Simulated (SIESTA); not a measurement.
Runs of SIESTA 5.4.2 on NbP. It takes space group I4_1md (No. 109, tetragonal). The conventional cell has a = 3.350 Å, b = 3.350 Å, c = 11.480 Å, α = 90.00°, β = 90.00°, γ = 90.00°. Nb (site symmetry 2mm) has 6 P at 2.55 Å as nearest neighbours. Around P (site symmetry 2mm) lie 6 Nb at 2.55 Å. The cell is a database's computed one.

```tsv
task	level	potentials or basis	energy shift	gap on the mesh (eV)	pressure (GPa)	V0 of scaled cells (Å³/atom)	B0 (GPa)	largest force (eV/Å)
band structure	BLYP	PseudoDojo 0.4 standard (PBE files), DZP (energy shift 0.003 Ry; two zetas on semicore shells)	0.003 Ry	none	9.7	-	-	0.01
band structure	AM05	PseudoDojo 0.4 standard (PBEsol files), DZP (energy shift 0.003 Ry; two zetas on semicore shells)	0.003 Ry	none	(c)	-	-	0.03
equation of state	PBEsol	PseudoDojo 0.4 standard (PBEsol files), DZP (energy shift 0.003 Ry; two zetas on semicore shells)	0.003 Ry	-	-	15.73	201	-
single point	PBE	PseudoDojo 0.4 standard (PBE files), DZP (energy shift 0.002 Ry; radii capped at 9.5 bohr)	0.002 Ry	none	0.2	-	-	0.03
single point	PBEsol	PseudoDojo 0.4 standard (PBEsol files), DZP (energy shift 0.003 Ry; two zetas on semicore shells)	0.003 Ry	none	(a)	-	-	0.03
band structure	PBE	PseudoDojo 0.4 standard (PBE files), DZP (energy shift 0.003 Ry; two zetas on semicore shells)	0.003 Ry	none	(b)	-	-	0.03
equation of state	LDA	PseudoDojo 0.4 standard (LDA files), DZP (energy shift 0.003 Ry; two zetas on semicore shells)	0.003 Ry	-	-	15.48	209	-
```

Alike in all rows: no spin polarisation; cell as given; k mesh 11 × 11 × 11; smearing fermi-dirac 0.05 eV; grid cutoff 800 Ry.

**Question.** Estimate the missing entries.

**Answer.** (a) -4.5; (b) 0.8; (c) -5.7.

Caveats: the basis of atomic orbitals isn't converged, which shifts pressures, moduli and gaps; the potentials were made for another functional, which shifts forces and pressure (some runs); the cell was scaled at fixed shape and fractional positions, which overstates the stiffness of a crystal with free parameters, most of all of layers and chains (some runs); semicore shells carry a single zeta, which can move pressures by several GPa and volumes by a few percent (some runs).

A k mesh can miss the band edges, and the runs leave out spin-orbit coupling on Nb.

A gap of «none» marks a metal or a gap under the smearing width.

Not every run made on this cell is shown here.
